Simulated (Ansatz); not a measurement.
# The polar optical mode of SiC, worked through

These are results of Ansatz, DFT PBE, scalar-relativistic, plane waves, PAW, not measurements. Plane waves to 420 eV; Γ-centred k mesh 12×12×12; fixed occupations. No spin polarisation. Phonons by linear response, acoustic sum rule imposed.

Relaxed structure:
```
Si C
1.0
     0.00000    2.18986    2.18986
     2.18986    0.00000    2.18986
     2.18986    2.18986    0.00000
Si C
1 1
Direct
  0.00000 0.00000 0.00000
  0.75000 0.75000 0.75000
```

Linear response gives ν_TO = 774.8 cm⁻¹, Born charges ±2.702 e (positive on Si) and ε∞ = 7.002. The primitive cell holds 21.003 Å³, and the masses are 28.085 and 12.011 amu.

Problem. Find ν_LO and the static dielectric constant.

Solution. The long-wave field adds a restoring force: ω_LO² − ω_TO² = Z*²e²/(ε_vac ε∞ μV). In these units ν_LO² − ν_TO² = 4.92064×10⁷ Z*²/(μ V ε∞) cm⁻², with μ = m₁m₂/(m₁ + m₂) = 8.413 amu: 290317 cm⁻². So ν_LO = √(774.8² + 290317) = 943.8 cm⁻¹, and the run gives 943.8. Lyddane–Sachs–Teller then gives ε0 = ε∞ (ν_LO/ν_TO)² = 10.39, against 10.39 in the run (it forms both from the same three quantities, so the match checks the arithmetic only). Between ν_TO and ν_LO the dielectric function is negative and an undamped crystal reflects fully: a reststrahlen band from 10.6 to 12.9 μm.

Problem. What do the Clausius–Mossotti polarisability and the Szigeti charge come to?

Solution. With the Lorentz local field, α = (3V/4π)(ε∞ − 1)/(ε∞ + 2) = 3.34 Å³ for the pair, and e_S = 3Z*/(ε∞ + 2) = 0.90 e. The Born charge includes the electrons' response to the dipole's own local field, and e_S takes that enhancement out. The Lorentz field assumes point-like polarisable ions, a poor picture once ε∞ is this large, since the electron clouds then overlap or are shared, so both numbers are formal here.

Problem. How strongly does a slow electron couple to the LO mode?

Solution. For one isotropic parabolic band, Fröhlich's constant is α_F = (1/ε∞ − 1/ε0) √(m* Ry/ħω_LO), with Ry = 13.606 eV, ħω_LO = 117.0 meV and m* in free-electron masses: α_F = 0.0466 × 10.78 × √m* = 0.50 √m*. The band mass isn't part of this run; for m* = 0.1, 0.3 and 1 it gives 0.16, 0.27, 0.50. In weak coupling the polaron lies α_F ħω_LO below the band edge (32 meV at m* = 0.3) with a mass m*(1 + α_F/6); past α_F of about 5 or 6 that expansion fails. A semilocal functional's ε∞ tends to be too large, which taken alone lowers α_F.

Cost: 1 run of about 0.41 core-minutes, on Intel Xeon Platinum 8488C (Sapphire Rapids) (shared hosts).

The polar response of SiC combines a large dynamical charge with a stiff covalent network. Carbon's compact, more electronegative 2p shell draws the bonding electrons towards it, and stretching a bond shifts that charge further. The Born charge of 2.702 e therefore measures charge flow during the vibration, not a static ionic charge, and is no sign of predominantly ionic bonding. Strong short-range restoring forces limit how far a static field can displace the sublattices, so the lattice raises the dielectric constant only from 7.002 to 10.39. The light carbon atom helps push up both mode frequencies, but the mass cancels from this static contribution.

The small lattice share of the screening and the high LO energy together keep the Fröhlich coupling weak for all three trial masses, which favours a large, mobile polaron over a self-trapped one. Cubic SiC has anisotropic conduction valleys and a degenerate valence-band top, so the single-mass formula is a guide for electrons and less suited to holes.
